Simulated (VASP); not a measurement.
# C in VASP: a series of runs

The runs below take C through work function, with PBEsol.

Program: VASP 6.6.1. These are calculated values, not measurements. Logs are shortened: lines on timing, memory, paths and dates and some standing lists are left out, and cuts for length are marked.

**1. Starting point**

The cell holds a slab with vacuum, 24 atoms: a = 2.522 Å, b = 4.368 Å, c = 29.871 Å, α = 90.00°, β = 90.00°, γ = 125.26°.

The slab is cut from a database's or a generator's crystal, which needn't be the stable form of the element.

**2. Work function, PBEsol**

INCAR reads:

```
SYSTEM = C
PREC = Accurate
ENCUT = 520
EDIFF = 1E-6
ISMEAR = 0
SIGMA = 0.05
LREAL = .False.
LASPH = .True.
NELM = 60
ALGO = Fast
ISIF = 2
LWAVE = .False.
LCHARG = .True.
LDIPOL = .True.
IDIPOL = 3
DIPOL = 0.5 0.5 0.500
GGA = PS
LVHAR = .True.
LVACPOTAV = .True.
KPAR = 8
```

KPOINTS reads:

```
Automatic mesh
0
Gamma
  12 12 1
  0 0 0
```

POSCAR reads:

```
C
1.0
    2.5220660410      0.0000000000      0.0000000000
   -2.5220660410      3.5667400000      0.0000000000
    0.0000000000      0.0000000000     29.8713632240
C
24
Direct
    1.0000000000      0.5000000000      0.2678150287
    0.2500000000      0.2500000000      0.2678150287
    1.0000000000      1.0000000000      0.3100304781
    0.2500000000      0.7500000000      0.3100304781
    1.0000000000      0.5000000000      0.3522459274
    0.2500000000      0.2500000000      0.3522459274
    1.0000000000      1.0000000000      0.3944613767
    0.2500000000      0.7500000000      0.3944613767
    1.0000000000      0.5000000000      0.4366768260
    0.2500000000      0.2500000000      0.4366768260
    1.0000000000      1.0000000000      0.4788922753
    0.2500000000      0.7500000000      0.4788922753
    1.0000000000      0.5000000000      0.5211077247
    0.2500000000      0.2500000000      0.5211077247
    1.0000000000      1.0000000000      0.5633231740
    0.2500000000      0.7500000000      0.5633231740
    1.0000000000      0.5000000000      0.6055386233
    0.2500000000      0.2500000000      0.6055386233
    1.0000000000      1.0000000000      0.6477540726
    0.2500000000      0.7500000000      0.6477540726
    1.0000000000      0.5000000000      0.6899695219
    0.2500000000      0.2500000000      0.6899695219
    1.0000000000      1.0000000000      0.7321849713
    0.2500000000      0.7500000000      0.7321849713
```

Potentials or basis: VASP PAW PBE potentials, release 64 (C).

Started as:

```sh
$ cat potpaw_PBE.64/C/POTCAR > POTCAR
$ mpirun -np 8 vasp_std > vasp.out
```

OUTCAR:

```text
SYSTEM = C
   PREC = Accurate
   ENCUT = 520
   EDIFF = 1E-6
   ISMEAR = 0
   LREAL = .False.
   LASPH = .True.
   NELM = 60
   ISIF = 2
   GGA = PS

 ion  position               nearest neighbor table
   1  0.000  0.500  0.268-   2 1.54   2 1.54   4 1.54
   2  0.250  0.250  0.268-   1 1.54   1 1.54   3 1.54
   3  0.000  0.000  0.310-   6 1.54   4 1.54   4 1.54   2 1.54
   4  0.250  0.750  0.310-   5 1.54   3 1.54   3 1.54   1 1.54
   5  0.000  0.500  0.352-   4 1.54   8 1.54   6 1.54   6 1.54
   6  0.250  0.250  0.352-   3 1.54   7 1.54   5 1.54   5 1.54
   7  0.000  0.000  0.394-   6 1.54  10 1.54   8 1.54   8 1.54
   8  0.250  0.750  0.394-   5 1.54   9 1.54   7 1.54   7 1.54
[... 12 lines left out ...]
  21  0.000  0.500  0.690-  20 1.54  22 1.54  22 1.54  24 1.54
  22  0.250  0.250  0.690-  19 1.54  21 1.54  21 1.54  23 1.54
  23  0.000  0.000  0.732-  24 1.54  24 1.54  22 1.54
  24  0.250  0.750  0.732-  23 1.54  23 1.54  21 1.54

  LATTYP: Found a simple orthorhombic cell.
 ALAT       =     2.5220660410
 B/A-ratio  =     1.4142135622
 C/A-ratio  =    11.8440051681

  Lattice vectors:

 A1 = (   2.5220660410,   0.0000000000,   0.0000000000)
 A2 = (   0.0000000000,   3.5667400000,   0.0000000000)
 A3 = (   0.0000000000,   0.0000000000,  29.8713632240)

Analysis of symmetry for initial positions (statically):
=====================================================================
 Subroutine PRICEL returns:
 Original cell was already a primitive cell.

 Routine SETGRP: Setting up the symmetry group for a
 simple orthorhombic supercell.

 Subroutine GETGRP returns: Found  8 space group operations
 (whereof  2 operations were pure point group operations)
 out of a pool of  8 trial point group operations.

The static configuration has the point symmetry C_1h.
 The point group associated with its full space group is D_2h.

Analysis of symmetry for dynamics (positions and initial velocities):
=====================================================================
 Subroutine PRICEL returns:
 Original cell was already a primitive cell.

 Routine SETGRP: Setting up the symmetry group for a
 simple orthorhombic supercell.

 Subroutine GETGRP returns: Found  8 space group operations
 (whereof  2 operations were pure point group operations)
 out of a pool of  8 trial point group operations.

The dynamic configuration has the point symmetry C_1h.
 The point group associated with its full space group is D_2h.

 Subroutine INISYM returns: Found  8 space group operations
 (whereof  2 operations are pure point group operations),
 and found     1 'primitive' translations

----------------------------------------------------------------------------------------

                                     Primitive cell

  volume of cell :     268.7095

  direct lattice vectors                    reciprocal lattice vectors
     2.522066041  0.000000000  0.000000000     0.396500323  0.280368067  0.000000000
    -2.522066041  3.566740000  0.000000000     0.000000000  0.280368067  0.000000000
     0.000000000  0.000000000 29.871363224     0.000000000  0.000000000  0.033476879

  length of vectors
     2.522066041  4.368346523 29.871363224     0.485611737  0.280368067  0.033476879

  position of ions in fractional coordinates (direct lattice)
     0.000000000  0.500000000  0.267815029
     0.250000000  0.250000000  0.267815029
     0.000000000  0.000000000  0.310030478
     0.250000000  0.750000000  0.310030478
     0.000000000  0.500000000  0.352245927
     0.250000000  0.250000000  0.352245927
[... 16 lines left out ...]
     0.000000000  0.000000000  0.732184971
     0.250000000  0.750000000  0.732184971

  ion indices of the primitive-cell ions
   primitive index   ion index
                 1           1
                 2           2
                 3           3
                 4           4
                 5           5
                 6           6
[... 16 lines left out ...]
                23          23
                24          24

----------------------------------------------------------------------------------------

 KPOINTS: Automatic mesh

Automatic generation of k-mesh.
 Grid dimensions read from file:
 generate k-points for:   12   12    1

 Generating k-lattice:

  Cartesian coordinates                     Fractional coordinates (reciprocal lattice)
     0.033041694  0.023364006  0.000000000     0.083333333  0.000000000  0.000000000
     0.000000000  0.023364006  0.000000000     0.000000000  0.083333333  0.000000000
     0.000000000  0.000000000  0.033476879     0.000000000  0.000000000  1.000000000

  Length of vectors
     0.040467645  0.023364006  0.033476879

  Shift w.r.t. Gamma in fractional coordinates (k-lattice)
     0.000000000  0.000000000  0.000000000

 Subroutine IBZKPT returns following result:
 ===========================================

 Found     49 irreducible k-points:

 Following reciprocal coordinates:
            Coordinates               Weight
  0.000000  0.000000  0.000000      1.000000
  0.083333  0.000000  0.000000      4.000000
  0.166667 -0.000000  0.000000      4.000000
  0.250000 -0.000000  0.000000      4.000000
  0.333333 -0.000000  0.000000      4.000000
  0.416667 -0.000000  0.000000      4.000000
[... 16 lines left out ...]
  0.250000  0.166667  0.000000      4.000000
  0.333333  0.166667  0.000000      2.000000
 [... further k-points ...]
   k-points           NKPTS =     49   k-points in BZ     NKDIM =     49   number of bands    NBANDS=     61
   number of dos      NEDOS =    301   number of ions     NIONS =     24
   total plane-waves  NPLWV = 143360
   dimension x,y,z NGX =    20 NGY =   32 NGZ =  224
   dimension x,y,z NGXF=    40 NGYF=   64 NGZF=  448
   ions per type =              24
   NGX,Y,Z   is equivalent  to a cutoff of  13.18, 12.18, 12.47 a.u.
   NGXF,Y,Z  is equivalent  to a cutoff of  26.37, 24.36, 24.93 a.u.
 SYSTEM =  C
   PREC   = accura    normal or accurate (medium, high low for compatibility)
   ISTART =      0    job   : 0-new  1-cont  2-samecut
   ICHARG =      2    charge: 1-file 2-atom 10-const
   ISPIN  =      1    spin polarized calculation?
   LNONCOLLINEAR =      F non collinear calculations
   LSORBIT =      F    spin-orbit coupling
   LASPH  =      T    aspherical Exc in radial PAW
   ENCUT  =  520.0 eV  38.22 Ry    6.18 a.u.   4.69  8.12 55.54*2*pi/ulx,y,z
   NELM   =     60;   NELMIN=  2; NELMDL= -5     # of ELM steps
   EDIFF  = 0.1E-05   stopping-criterion for ELM
   LREAL  =      F    real-space projection
   EDIFFG = 0.1E-04   stopping-criterion for IOM
   NSW    =      0    number of steps for IOM
   IBRION =     -1    ionic relax: 0-MD 1-quasi-New 2-CG
   NFREE  =      0    steps in history (QN), initial steepest desc. (CG)
   ISIF   =      2    stress and relaxation
   ISYM   =      2    0-nonsym 1-usesym 2-fastsym
   POTIM  = 0.5000    time-step for ionic-motion
   TEBEG  =    0.0;   TEEND  =   0.0 temperature during run
   PSTRESS=    0.0 pullay stress
   NELECT =      96.0000    total number of electrons
   NUPDOWN=      -1.0000    fix difference up-down
   EMIN   =  10.00;   EMAX   =-10.00  energy-range for DOS
   EFERMI =   0.00;   METHOD = LEGACY
   ISMEAR =     0;   SIGMA  =   0.05  broadening in eV -4-tet -1-fermi 0-gaus
   EFERMI_NEDOS =   21; number of points for ismear=-14 and -15
   IALGO  =     68    algorithm
   IMIX   =      4    mixing-type and parameters
     AMIX     =   0.40;   BMIX     =  1.00
     AMIX_MAG =   1.60;   BMIX_MAG =  1.00
  volume/ion in A,a.u.               =      11.20        75.56
  Fermi-wavevector in a.u.,A,eV,Ry     =   1.161638  2.195178 18.359750  1.349404
  Thomas-Fermi vector in A             =   2.298208
   LORBIT       =      0    0 simple, 1 ext, 2 COOP (PROOUT), +10 PAW based schemes
   GGA     = PS    functional components
   LHFCALC =     F    Hartree Fock is set to
   AEXX    =    0.0000 exact exchange contribution
   IVDW    =     0    specifies the selected vdW correction
   LEPSILON=     F    determine dielectric tensor
   LRPA    =     F    only Hartree local field effects (RPA)
 non-spin polarized calculation
 RMM-DIIS sequential band-by-band and
 Gauss-broadening in eV      SIGMA  =   0.05
  energy-cutoff  :      520.00
  volume of cell :      268.71
 maximum number of plane-waves:      7290
   NGX =  9   NGY = 17   NGZ =111

 dipolmoment           0.000000      0.000000      0.000000 electrons x Angstroem

 number of electron      95.9999999 magnetization

 dipolmoment           0.000000      0.000000     -0.000000 electrons x Angstroem

 Free energy of the ion-electron system (eV)
  ---------------------------------------------------
  ext. energy  EPLUGINS =         0.00000000
  ---------------------------------------------------
  free energy    TOTEN  =      -222.97616010 eV

  energy without entropy =     -222.97283412  energy(sigma->0) =     -222.97449711

 E-fermi :   2.1342     XC(G=0):  -7.4876

 val. band max:        2.1295104512   @ k =   0.2500   0.2500   0.0000
 cond. band min:       2.1484830832   @ k =   0.5000   0.1667   0.0000
 fundamental gap:      0.0189726320
 Fermi energy:         2.1342355288

 k-point     1 :       0.0000    0.0000    0.0000
  band No.  band energies     occupation
      1     -19.8959      2.00000
      2     -19.4315      2.00000
      3     -18.7536      2.00000
      4     -17.8811      2.00000
      5     -16.8212      2.00000
      6     -15.5903      2.00000
[... 52 lines left out ...]
     59       7.8339      0.00000
     60       8.2968      0.00000

 k-point     2 :       0.0833    0.0000    0.0000
  band No.  band energies     occupation
      1     -19.7032      2.00000
      2     -19.2396      2.00000
      3     -18.5630      2.00000
      4     -17.6924      2.00000
      5     -16.6355      2.00000
      6     -15.4102      2.00000
[... 52 lines left out ...]
     59       8.0801      0.00000
     60       8.2415      0.00000

 k-point     3 :       0.1667   -0.0000    0.0000
  band No.  band energies     occupation
      1     -19.1277      2.00000
      2     -18.6665      2.00000
      3     -17.9938      2.00000
      4     -17.1293      2.00000
      5     -16.0824      2.00000
      6     -14.8756      2.00000
[... 1312 lines left out ...]
     59      10.0618      0.00000
     60      10.1386      0.00000

 k-point    24 :       0.3333    0.1667    0.0000
  band No.  band energies     occupation
      1     -15.6753      2.00000
      2     -15.6753      2.00000
      3     -15.2386      2.00000
      4     -15.2386      2.00000
      5     -14.6086      2.00000
      6     -14.6086      2.00000
[... 52 lines left out ...]
     59      10.0425      0.00000
     60      10.7294      0.00000

 [... further k-points ...]

 [bands above 60 left out]

------------------------ aborting loop because EDIFF is reached ----------------------------------------

  FORCE on cell =-STRESS in cart. coord.  units (eV):
  Direction    XX          YY          ZZ          XY          YZ          ZX
  --------------------------------------------------------------------------------------
  -------------------------------------------------------------------------------------
  Total      -10.6174028     -7.8128271     -9.1120920     -0.0000000      0.0000000      0.0000000
  in kB      -63.3061537    -46.5839001    -54.3307537     -0.0000000      0.0000000      0.0000000
  external PRESSURE =     -54.7402692 kB  Pullay stress =       0.0000000 kB

 VOLUME and BASIS-vectors are now :
 -----------------------------------------------------------------------------
  energy-cutoff  :      520.00
  volume of cell :      268.71
      direct lattice vectors                 reciprocal lattice vectors
     2.522066041  0.000000000  0.000000000     0.396500323  0.280368067  0.000000000
    -2.522066041  3.566740000  0.000000000     0.000000000  0.280368067  0.000000000
     0.000000000  0.000000000 29.871363224     0.000000000  0.000000000  0.033476879

 POSITION                                       TOTAL-FORCE (eV/Angst)
 -----------------------------------------------------------------------------------
     -1.26103      1.78337      8.00000        -0.000000     -4.447284      1.287435
      0.00000      0.89168      8.00000         0.000000      4.447284      1.287435
      0.00000      0.00000      9.26103         0.000000     -1.030630     -1.166947
     -1.26103      2.67505      9.26103        -0.000000      1.030630     -1.166947
     -1.26103      1.78337     10.52207         0.000000     -0.366817     -0.001579
      0.00000      0.89168     10.52207         0.000000      0.366817     -0.001579
[... 16 lines left out ...]
      0.00000      0.00000     21.87136        -0.000000     -4.447284     -1.287435
     -1.26103      2.67505     21.87136         0.000000      4.447284     -1.287435
 -----------------------------------------------------------------------------------
    total drift:                               -0.000000     -0.000000     -0.000000

  FREE ENERGIE OF THE ION-ELECTRON SYSTEM (eV)
  ---------------------------------------------------
  free  energy   TOTEN  =      -222.9761600983 eV

  energy  without entropy=     -222.9728341233  energy(sigma->0) =     -222.97449711

 vacuum level on the upper side and lower side of the slab         8.220         8.220
```

Run time: 5 min. Hardware: 8 MPI ranks of Intel Xeon Platinum 8259CL at 2.50GHz (Skylake/Cascade Lake), shared host; peak memory 0.7 GiB.

Results:

```
Free energy                     : -222.9762 eV
Largest force                   : 4.630 eV/Å
Band gap on the k mesh          : none (metal or under the smearing width)
Work function of the upper face : 6.09 eV
Work function of the lower face : 6.09 eV
```

Forces on the atoms (eV/Å):
```
C    0.000 -4.447  1.287
C    0.000  4.447  1.287
C    0.000 -1.031 -1.167
C    0.000  1.031 -1.167
C    0.000 -0.367 -0.002
C    0.000  0.367 -0.002
C    0.000 -0.102 -0.018
C    0.000  0.102 -0.018
C    0.000 -0.030 -0.003
C    0.000  0.030 -0.003
C    0.000 -0.012  0.002
C    0.000  0.012  0.002
C    0.000 -0.012 -0.002
C    0.000  0.012 -0.002
C    0.000 -0.030  0.003
C    0.000  0.030  0.003
C    0.000 -0.102  0.018
C    0.000  0.102  0.018
C    0.000 -0.367  0.002
C    0.000  0.367  0.002
C    0.000 -1.031  1.167
C    0.000  1.031  1.167
C    0.000 -4.447 -1.287
C    0.000  4.447 -1.287
```

Levels at points of the mesh, in eV from the Fermi level:
```csv
k point,band 46,band 47,band 48,band 49,band 50,band 51
"(0.00, 0.00, 0.00)",-0.56,-0.52,-0.25,1.95,2.07,4.07
"(0.50, 0.00, 0.00)",-3.56,0.10,0.10,0.12,0.12,7.56
"(0.00, 0.50, 0.00)",-2.51,-0.38,-0.38,0.18,0.18,4.23
"(0.50, 0.50, 0.00)",-4.14,-0.31,-0.31,-0.29,-0.29,4.15
```

Caveat: the PAW data sets were made with another functional, which shifts forces and pressure a little.

(Continued in part 2 of 3.)
